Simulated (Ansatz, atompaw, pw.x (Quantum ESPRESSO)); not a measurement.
## silicon (Si): does the PAW (atompaw) potential hold in the solid?

silicon, PAW, made with atompaw 4.2.0.5 (LDA (PW92), scalar-relativistic). Core [Ne], reference 3s1.75 3p2.25. Waves: 3s (bound): rc 2.00 bohr; 3s channel at -0.3 Ry: rc 2.00 bohr; 3p (bound): rc 2.00 bohr; 3p channel at 3.55 Ry: rc 2.00 bohr. Local part: ultrasoft scheme with l = 2 at 1 Ry, radius 1.90 bohr. Core correction: smooth core density matched at 1.20 bohr. Augmentation charge: besselshape compensation charge, radius 1.90 bohr; PAW radius 2.00 bohr; waves and projectors: custom rrkj vanderbiltortho.

Crystal test: fcc Si in pw.x 7.5, no spin, 15³ k-points, Fermi–Dirac smearing 0.01 Ry, cutoffs 40/400 Ry. The reference is all-electron LAPW (Ansatz 0.2.0) with the same functional, mesh and smearing; V0 and B0 come from Birch–Murnaghan fits to the pressures at five volumes. Errors are pseudo minus all-electron; Δ is the rms difference of the E(V) curves that follow from these fits, minima aligned, over ±6 % about the mean V0. Mesh and smearing are coarse, so the numbers serve the comparison and aren't converged zero-temperature values; the lattice is a test structure that the element need not adopt.

All-electron: a0 = 3.818 Å (V0 = 13.92 Å³/atom), B0 = 90.0 GPa.

Task: How far does the potential miss the all-electron equation of state?

Result: mean pressure error (GPa): -3.89; a0 (Å): 3.762; a0 error (%): -1.48; B0 error (%): +3.2; Δ (meV/atom): 12.2. This is a poor potential for the solid.

```
V (Å³/atom)  P all-electron (GPa)  P pseudo (GPa)
     13.158                  5.68            1.09
     13.504                  2.89           -1.31
     13.850                  0.45           -3.41
     14.196                 -1.71           -5.25
     14.543                 -3.61           -6.86
```

Task: At the middle volume, how do free energy and pressure move when the wave cutoff is lowered (ecutrho held at 400 Ry)?

Result:

```json
{"cutoff (Ry)": "18", "shift of F (meV/atom)": "+12.0", "shift of P (GPa)": "-0.32"}
{"cutoff (Ry)": "24", "shift of F (meV/atom)": "+2.0", "shift of P (GPa)": "-0.04"}
{"cutoff (Ry)": "32", "shift of F (meV/atom)": "+0.5", "shift of P (GPa)": "-0.01"}
```

The run at the middle volume (120 k-points, 6 iterations) took about 3.9 s on one core of a shared host (AMD EPYC 9R45 96-Core Processor, 96 threads, 376 GiB, load 76).
